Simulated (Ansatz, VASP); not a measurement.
## One calculation of Rh, two programs

File INCAR:

```
  ALGO = Normal
  EDIFF = 1E-6
  ENCUT = 520
  GGA = RP
  ISIF = 2
  ISMEAR = -1
  LASPH = True
  LCHARG = False
  LREAL = False
  LWAVE = False
  NBANDS = 14
  NELM = 80
  PREC = Accurate
  SIGMA = 0.1
```

File KPOINTS:

```
k-points
0
Gamma
  14 14 14
```

The input POSCAR:

```
Rh
1.0
    2.5896988414      0.0000000000      0.0000000000
    0.0000000000      2.5896988414      0.0000000000
    0.0000000000      0.0000000000      2.5896988414
Rh
1
Direct
    0.0000000000      0.0000000000      0.0000000000
```

Input for Ansatz:

```yaml
crystal:
  lattice:
    - [2.5896988414, 0.0, 0.0]
    - [0.0, 2.5896988414, 0.0]
    - [0.0, 0.0, 2.5896988414]
  atoms:
    - { symbol: Rh, position: [0.0, 0.0, 0.0] }
hamiltonian:
  xc: rpbe
  pseudopotentials:
    kind: paw
    azcp:
      Rh: "pseudopotentials/Rh.paw.azcp"
basis:
  ecutwfc: 420
  fft_grid_basis: typed
kpoints:
  mp_grid: { grid: [14, 14, 14], shift: [0, 0, 0] }
magnetization:
  spin_polarized: false
scf:
  occupations: { method: fermi_dirac, width: 0.1 }
  lower_state_search: "off"
output:
  stress: true
```

Alike in both runs: task single point; functional RPBE; k mesh 14 × 14 × 14; occupations fermi-dirac, width 0.1 eV; no spin polarisation.

```csv
,VASP,Ansatz
version,VASP 6.6.1,Ansatz 0.2.0
potentials or method,"VASP PAW PBE potentials, release 64 (Rh_pv)","plane waves (420 eV) with PAW, scalar-relativistic"
plane-wave cutoff (eV),520,420
valence electrons in the cell,15,17
```

|  | VASP | Ansatz | Ansatz less VASP |
| --- | --- | --- | --- |
| pressure (GPa) | -5.9 | -6.0 | -0.09 |

With one functional, cell and mesh, what is left measures potentials, basis and numerics. The two sets of potentials don't hold the same shells in valence.

Caveats: the PAW data sets were made with another functional, which shifts forces and pressure a little (VASP).
